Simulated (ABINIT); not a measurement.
Runs of ABINIT 10.8.3 (patched build) on Hf. The structure is hexagonal, space group P6_3/mmc (No. 194). The conventional cell has a = 3.197 Å, b = 3.197 Å, c = 5.058 Å, α = 90.00°, β = 90.00°, γ = 120.00°. Hf (site symmetry -6m2) is surrounded by 12 Hf at 3.13 to 3.20 Å. 

```tsv
potentials or basis	cutoff (eV)	fine-grid cutoff	gap on the mesh (eV)	pressure (GPa)
SG15 NC PBE v1.2	980	-	none	-6.6
Ansatz PAW PBE default generated set, frozen core	490	979.61 eV	none	-0.3
JTH PAW PBE v2.0	626	1224.51 eV	none	-0.3
PseudoDojo NC SR PBE v0.4.1 standard	952	-	none	(a)
```

Alike in all rows: task band structure; level r2SCAN; no spin polarisation; cell as given; k mesh 10 × 10 × 5; smearing fermi-dirac 0.05 eV.

Task: Estimate the missing entries.

Result: (a) -1.9.

Caveats: spin-orbit coupling is left out, which moves the levels of the heavy elements; the potentials were made for another functional, which shifts forces and pressure (some runs); the PAW data sets were made with another functional, which shifts forces and pressure a little (some runs); a meta-GGA on potentials with a model core is unreliable (some runs).

A k mesh can miss the band edges, and the runs leave out spin-orbit coupling on Hf.

A gap of «none» marks a metal or a gap under the smearing width.

The runs don't all hold the same shells in valence.
